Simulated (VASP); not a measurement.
# AlN in VASP: one cell, several levels of theory, part 2 of 2

VASP 6.6.1, plane waves, PAW.

## 3. r2SCAN

File INCAR:

```
ENCUT = 520.000000
SIGMA = 0.010000
EDIFF = 1.00e-07
ALGO = Normal
METAGGA = R2SCAN
PREC = Accurate
IBRION = -1
ISIF = 2
ISMEAR = 0
NBANDS = 16
NELM = 120
NSW = 0
LASPH = .TRUE.
LCHARG = .TRUE.
LELF = .TRUE.
LWAVE = .FALSE.
LREAL = .FALSE.
```

File KPOINTS:

```
KPOINTS created by Atomic Simulation Environment
0
Gamma
12 12 6
0 0 0
```

File KPOINTS_OPT:

```
special points
6
Reciprocal
0.0000000000 0.0000000000 0.0000000000 1
0.5000000000 0.0000000000 0.0000000000 1
0.3333333333 0.3333333333 0.0000000000 1
0.0000000000 0.0000000000 0.5000000000 1
0.5000000000 0.0000000000 0.5000000000 1
0.3333333333 0.3333333333 0.5000000000 1
```

File POSCAR:

```
Al N
 1.0000000000000000
     3.1066937601931870    0.0000000000000000    0.0000000000000000
    -1.5533468800965935    2.6904757181059007    0.0000000000000000
     0.0000000000000000    0.0000000000000000    5.1279492984999999
 Al  N
   2   2
Cartesian
  0.0000000000000001  1.7936504787372671 -0.0051949126190295
  1.5533468800965935  0.8968252393686336  2.5587797366309699
  0.0000000000000001  1.7936504787372671  1.9281758995565295
  1.5533468800965935  0.8968252393686336  4.4921505488065296
```

Run with:

```bash
mpirun -np 1 vasp_std
```

Printed to the terminal (iteration lines stand in OSZICAR):

```text
POSCAR found type information on POSCAR AlN
 POSCAR found :  2 types and       4 ions
 -----------------------------------------------------------------------------
|                                                                             |
|                                                                             |
|     You enforced a specific xc type in the INCAR file but a different       |
|     I HOPE YOU KNOW WHAT YOU ARE DOING!                                     |
|                                                                             |
 -----------------------------------------------------------------------------

 LDA part: xc-table for (None), standard interpolation
 POSCAR, INCAR and KPOINTS ok, starting setup
 FFT: planning ... GRIDC
 FFT: planning ... GRID_SOFT
 FFT: planning ... GRID
 WAVECAR not read
 entering main loop
 Start KPOINTS_OPT (optional k-point list driver)
k-point batch [1-6\6]
```

OSZICAR:

```text
N       E                     dE             d eps       ncg     rms          rms(c)
DAV:   1     0.314373603094E+02    0.31437E+02   -0.75987E+03  2440   0.925E+02
DAV:   2    -0.433587965274E+02   -0.74796E+02   -0.68215E+02  3424   0.193E+02
DAV:   3    -0.469965966431E+02   -0.36378E+01   -0.36278E+01  3016   0.439E+01
DAV:   4    -0.470205325748E+02   -0.23936E-01   -0.23934E-01  3096   0.403E+00
DAV:   5    -0.470208694716E+02   -0.33690E-03   -0.33689E-03  3072   0.483E-01    0.123E+01
DAV:   6    -0.380902313603E+02    0.89306E+01   -0.83144E+00  2808   0.202E+01    0.505E+00
DAV:   7    -0.383685914208E+02   -0.27836E+00   -0.11453E+00  2984   0.702E+00    0.333E+00
DAV:   8    -0.384180442964E+02   -0.49453E-01   -0.71854E-02  2544   0.271E+00    0.874E-01
DAV:   9    -0.384095220915E+02    0.85222E-02   -0.19204E-02  3224   0.111E+00    0.191E-01
DAV:  10    -0.384100458564E+02   -0.52376E-03   -0.20857E-03  2800   0.306E-01    0.106E-01
DAV:  11    -0.384099786715E+02    0.67185E-04   -0.14689E-04  3136   0.988E-02    0.232E-02
DAV:  12    -0.384099780989E+02    0.57258E-06   -0.10703E-05  2680   0.272E-02    0.531E-03
DAV:  13    -0.384099754261E+02    0.26728E-05   -0.22365E-06  3176   0.114E-02    0.233E-03
DAV:  14    -0.384099749233E+02    0.50275E-06   -0.12784E-07  1960   0.311E-03    0.885E-04
DAV:  15    -0.384099750940E+02   -0.17065E-06   -0.15461E-08  1544   0.957E-04    0.130E-04
DAV:  16    -0.384099750929E+02    0.10853E-08   -0.10763E-09  1368   0.341E-04
   1 F= -.38409975E+02 E0= -.38409975E+02  d E =-.387213E-30
       N       E                     dE             ncg
DAV:   1     0.247718094294E+04   -0.24937E+04      192
DAV:   2     0.208143603989E+04   -0.39574E+03      264
DAV:   3     0.206399082811E+04   -0.17445E+02      232
DAV:   4     0.206386882033E+04   -0.12201E+00      240
DAV:   5     0.206386675800E+04   -0.20623E-02      256
DAV:   6     0.206386670421E+04   -0.53786E-04      224
DAV:   7     0.206386670254E+04   -0.16706E-05      248
DAV:   8     0.206386670249E+04   -0.53642E-07      168
```

Parts of OUTCAR:

```text
k-points           NKPTS =     76   k-points in BZ     NKDIM =     76   number of bands    NBANDS=     16

   NELECT =      16.0000    total number of electrons

   dimension x,y,z NGX =    24 NGY =   24 NGZ =   40
   dimension x,y,z NGXF=    48 NGYF=   48 NGZF=   80

  energy-cutoff  :      520.00
  volume of cell :       42.86
      direct lattice vectors                 reciprocal lattice vectors
     3.106693760  0.000000000  0.000000000     0.321885605  0.185840741  0.000000000
    -1.553346880  2.690475718  0.000000000     0.000000000  0.371681481  0.000000000
     0.000000000  0.000000000  5.127949298     0.000000000  0.000000000  0.195009728

 k-points in reciprocal lattice and weights: KPOINTS created by Atomic Simulation Env
   0.00000000  0.00000000  0.00000000       0.001
   0.08333333  0.00000000  0.00000000       0.007
   0.16666667 -0.00000000  0.00000000       0.007
   0.25000000  0.00000000  0.00000000       0.007
   0.33333333 -0.00000000  0.00000000       0.007
   0.41666667  0.00000000  0.00000000       0.007
   0.50000000  0.00000000  0.00000000       0.003
   0.08333333  0.08333333  0.00000000       0.007
[... 68 more k-points ...]

 E-fermi :   5.5720

 k-point     1 :       0.0000    0.0000    0.0000
  band No.  band energies     occupation
      1     -10.1607      2.00000
      2      -8.2460      2.00000
      3      -0.4021      2.00000
      4       4.9213      2.00000
      5       4.9213      2.00000
      6       5.4624      2.00000
      7       5.4953      2.00000
      8       5.4953      2.00000
      9      10.2375      0.00000
     10      13.1877      0.00000
     11      16.7959      0.00000
     12      17.7562      0.00000
     13      17.7562      0.00000
     14      18.8575      0.00000
     15      19.6583      0.00000
     16      19.6583      0.00000

 k-point     2 :       0.0833    0.0000    0.0000
  band No.  band energies     occupation
      1     -10.0724      2.00000
      2      -8.1930      2.00000
      3      -0.2937      2.00000
      4       4.5052      2.00000
      5       4.8048      2.00000
      6       5.0761      2.00000
      7       5.4324      2.00000
      8       5.4761      2.00000
      9      10.6530      0.00000
     10      13.5680      0.00000
     11      16.4154      0.00000
     12      17.1283      0.00000
     13      18.0227      0.00000
     14      18.9441      0.00000
     15      19.4264      0.00000
     16      19.6925      0.00000

 k-point     3 :       0.1667   -0.0000    0.0000
  band No.  band energies     occupation
      1      -9.8158      2.00000
      2      -8.0476      2.00000
      3       0.0254      2.00000
      4       3.4820      2.00000
      5       4.1759      2.00000
      6       4.5300      2.00000
      7       5.3241      2.00000
      8       5.3944      2.00000
      9      11.5183      0.00000
     10      14.2780      0.00000
     11      15.3604      0.00000
     12      16.2915      0.00000
     13      18.6033      0.00000
     14      18.7069      0.00000
     15      18.8520      0.00000
     16      19.2254      0.00000

 k-point     4 :       0.2500    0.0000    0.0000
  band No.  band energies     occupation
      1      -9.4190      2.00000
      2      -7.8517      2.00000
      3       0.5347      2.00000
      4       2.2819      2.00000
      5       3.1755      2.00000
      6       4.2123      2.00000
      7       5.0981      2.00000
      8       5.2546      2.00000
      9      12.2949      0.00000
     10      13.9323      0.00000
     11      14.3382      0.00000
     12      16.6094      0.00000
     13      18.0089      0.00000
     14      18.3254      0.00000
     15      18.3299      0.00000
     16      19.9412      0.00000

 k-point     5 :       0.3333   -0.0000    0.0000
  band No.  band energies     occupation
      1      -8.9385      2.00000
      2      -7.6788      2.00000
      3       1.1543      2.00000
      4       1.2503      2.00000
      5       2.2805      2.00000
      6       3.9347      2.00000
      7       4.7120      2.00000
      8       5.1043      2.00000
      9      12.4862      0.00000
     10      12.8467      0.00000
     11      14.1858      0.00000
     12      16.7918      0.00000
     13      17.7400      0.00000
     14      18.1217      0.00000
     15      18.3948      0.00000
     16      21.0526      0.00000

 k-point     6 :       0.4167    0.0000    0.0000
  band No.  band energies     occupation
      1      -8.4792      2.00000
      2      -7.6123      2.00000
      3       0.4810      2.00000
      4       1.6244      2.00000
      5       1.9166      2.00000
      6       3.7494      2.00000
      7       4.1942      2.00000
      8       4.9927      2.00000
      9      12.0277      0.00000
     10      12.3557      0.00000
     11      14.3559      0.00000
     12      16.6330      0.00000
     13      17.3732      0.00000
     14      18.2365      0.00000
     15      19.0214      0.00000
     16      21.4337      0.00000

 k-point     7 :       0.5000    0.0000    0.0000
  band No.  band energies     occupation
      1      -8.2537      2.00000
      2      -7.6336      2.00000
      3       0.2220      2.00000
      4       1.4051      2.00000
      5       2.2990      2.00000
      6       3.6847      2.00000
      7       3.8612      2.00000
      8       4.9519      2.00000
      9      11.7889      0.00000
     10      12.2271      0.00000
     11      14.4273      0.00000
     12      16.6096      0.00000
     13      17.2494      0.00000
     14      18.3085      0.00000
     15      19.2265      0.00000
     16      21.3693      0.00000

 k-point     8 :       0.0833    0.0833    0.0000
  band No.  band energies     occupation
      1      -9.8998      2.00000
      2      -8.0937      2.00000
      3      -0.0799      2.00000
      4       3.9153      2.00000
      5       4.1615      2.00000
      6       4.8213      2.00000
      7       5.3514      2.00000
      8       5.3632      2.00000
      9      11.2868      0.00000
     10      14.1799      0.00000
     11      15.7350      0.00000
     12      16.3127      0.00000
     13      18.5430      0.00000
     14      18.5577      0.00000
     15      19.0410      0.00000
     16      19.6668      0.00000

 k-point     9 :       0.1667    0.0833    0.0000
  band No.  band energies     occupation
      1      -9.5724      2.00000
      2      -7.9221      2.00000
      3       0.3350      2.00000
      4       2.8774      2.00000
      5       3.3359      2.00000
      6       4.4101      2.00000
      7       5.1653      2.00000
      8       5.1991      2.00000
      9      12.1375      0.00000
     10      14.5684      0.00000
     11      14.7063      0.00000
     12      15.8695      0.00000
     13      17.8487      0.00000
     14      18.3952      0.00000
     15      18.9790      0.00000
     16      19.7357      0.00000

 k-point    10 :       0.2500    0.0833    0.0000
  band No.  band energies     occupation
      1      -9.1308      2.00000
      2      -7.7353      2.00000
      3       0.9195      2.00000
      4       1.7564      2.00000
      5       2.5615      2.00000
      6       3.9541      2.00000
      7       4.8971      2.00000
      8       4.9710      2.00000
      9      12.7266      0.00000
     10      13.3779      0.00000
     11      14.3423      0.00000
     12      16.5745      0.00000
     13      17.3668      0.00000
     14      18.0720      0.00000
     15      18.6134      0.00000
     16      20.6373      0.00000

 k-point    11 :       0.3333    0.0833    0.0000
  band No.  band energies     occupation
      1      -8.6509      2.00000
      2      -7.6157      2.00000
      3       0.8541      2.00000
      4       1.6062      2.00000
      5       1.9196      2.00000
      6       3.6076      2.00000
      7       4.4388      2.00000
      8       4.8037      2.00000
      9      12.3027      0.00000
     10      12.8452      0.00000
     11      14.4201      0.00000
     12      16.6449      0.00000
     13      17.1767      0.00000
     14      18.3521      0.00000
     15      18.6920      0.00000
     16      21.2428      0.00000

 k-point    12 :       0.4167    0.0833    0.0000
  band No.  band energies     occupation
      1      -8.2762      2.00000
      2      -7.6160      2.00000
      3       0.3578      2.00000
      4       1.5144      2.00000
      5       2.2486      2.00000
      6       3.4255      2.00000
      7       3.9453      2.00000
      8       4.7078      2.00000
      9      11.8123      0.00000
     10      12.6490      0.00000
     11      14.6050      0.00000
     12      16.5692      0.00000
     13      17.1085      0.00000
     14      18.2839      0.00000
     15      19.2286      0.00000
     16      21.5498      0.00000

[... the tables of k-points 13 to 76 left out ...]

  Total       -0.8091376     -0.8091376     -3.1783504      0.0000000     -0.0000000     -0.0000000
  in kB      -30.2455667    -30.2455667   -118.8067479      0.0000000     -0.0000000     -0.0000000
  external PRESSURE =     -59.7659604 kB  Pullay stress =       0.0000000 kB

 POSITION                                       TOTAL-FORCE (eV/Angst)
 -----------------------------------------------------------------------------------
      0.00000      1.79365      5.12275        -0.000000      0.000000      0.001016
      1.55335      0.89683      2.55878         0.000000     -0.000000      0.001016
      0.00000      1.79365      1.92818         0.000000      0.000000     -0.001016
      1.55335      0.89683      4.49215         0.000000     -0.000000     -0.001016
 -----------------------------------------------------------------------------------
    total drift:                               -0.000000     -0.000000     -0.014624

  FREE ENERGIE OF THE ION-ELECTRON SYSTEM (eV)
  ---------------------------------------------------
  free  energy   TOTEN  =       -38.4099750929 eV

  energy  without entropy=      -38.4099750929  energy(sigma->0) =      -38.40997509
```

Hardware: 1 MPI rank of Intel Xeon Platinum 8488C, shared host.

The levels at the points of KPOINTS_OPT are read from vasprun.xml.

Near the gap, in eV above the top of the last filled band v; c is the band after it:

```csv
point,v−1,v,c,c+1
Γ,0.00,0.00,4.74,7.69
M,-1.63,-0.54,6.29,6.73
K,-2.24,-2.24,5.63,9.22
A,-0.29,-0.29,7.21,7.21
L,-1.24,-1.24,5.92,5.92
H,-0.79,-0.79,8.02,8.02
```

The r2SCAN gap is 4.74 eV, direct at Γ. Pressure: -5.98 GPa; the forces vanish within 0.01 eV/Å.

Density in a lattice plane of the grid's cell (edges 3.11 and 5.13 Å, at 0.333 of the third edge), which holds Al and N.

Ten even steps from '0' (0.02 e/Å³) to '9' (3.67 e/Å³):
```
10000124677531
10000125899742
00000125899742
00000013677531
00000012343210
00000001111110
00000000000000
00000000000000
00000000000000
00000000000000
11111000000000
11111100000000
11111000000000
00110000000000
00000000000000
00000000000000
00000000000000
00000000000000
00000001111100
00000012333211
```
Columns run along the first of these edges and rows up along the second, over one cell in 14 and 20 even steps from the bottom left corner. Atoms in the plane (fractional): Al at (0.67, 0.50), N at (0.67, 0.88).

ELF in the same plane.

Ten even steps from '0' (0.00) to '9' (0.87):
```
85226899877999
85226899633799
74125899633799
63114789878998
52013589999987
21001368999985
10001136898753
12222111344211
45555320000002
77777641000025
88888863000147
88888863100147
78887763100246
67777643101135
56665431000123
24543210000001
12222111111111
11111234444432
42112567777776
74125799999998
```
Columns run along the first of these edges and rows up along the second, over one cell in 14 and 20 even steps from the bottom left corner. Atoms in the plane (fractional): Al at (0.67, 0.50), N at (0.67, 0.88).

Both are smooth fields of the valence electrons: close to the nuclei they are not physical.

The highest ELF values outside the cores: 0.89 on the N–Al line, 0.8 Å from N.

## 4. Results

The summary covers parts 1 to 2.

```
 level  gap (eV)  pressure (GPa)  Ansatz: gap (eV)  Ansatz: pressure (GPa)
   PBE      4.07           -1.23              4.06                   -0.96
r2SCAN      4.74           -5.98              4.70                   -5.58
```

In words: The gap spans 4.07 eV (PBE) to 4.74 eV (r2SCAN). The pressure is highest with PBE (-1.2 GPa) and lowest with r2SCAN (-6.0 GPa), which orders the cells that they would relax to. The two programs agree on the gap within 0.05 eV, far less than the spread between functionals. Datasets and cutoffs are each program's own.
